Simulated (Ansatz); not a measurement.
Crystal: Sn.

```
CELL_PARAMETERS angstrom
-2.02919 2.02919 1.66076
2.02919 -2.02919 1.66076
2.02919 2.02919 -1.66076
ATOMIC_POSITIONS crystal
Sn 0.00000 0.00000 0.00000
```

This isn't the form of Sn at room conditions, which is tetragonal (white tin).

```yaml
Program: Ansatz 0.2.0
Task: single point
Functional: PBEsol
Potentials_or_basis: all-electron LAPW, scalar-relativistic
Cutoff: 166 eV (chosen from the basis error)
Basis_error_allowed: 0.001 eV/atom
k_mesh: 10 × 10 × 10
Occupations: fermi-dirac, width 0.05 eV
Spin: no spin polarisation
```

On this cell: pressure -1.9 GPa; band gap on the k mesh none (metal or under the smearing width).

The same run follows on a disturbed copy (cell strained at random at fixed volume):

```xyz
1
Lattice="-1.9692 2.0562 1.6220 2.0445 -2.0389 1.6929 1.9785 2.0482 -1.6008" Properties=species:S:1:pos:R:3 pbc="T T T"
Sn   -0.0150    0.0132    0.0161
```

Question: What does the disturbed cell give?

Answer: The energy (extrapolated to zero smearing) moves by +1.3 meV/atom; pressure -1.7 GPa; band gap on the k mesh none (metal or under the smearing width).

Stress tensor (GPa, compression positive):
```
-2.24 -0.17 -0.28
-0.17 -2.08 -0.08
-0.28 -0.08 -0.89
```
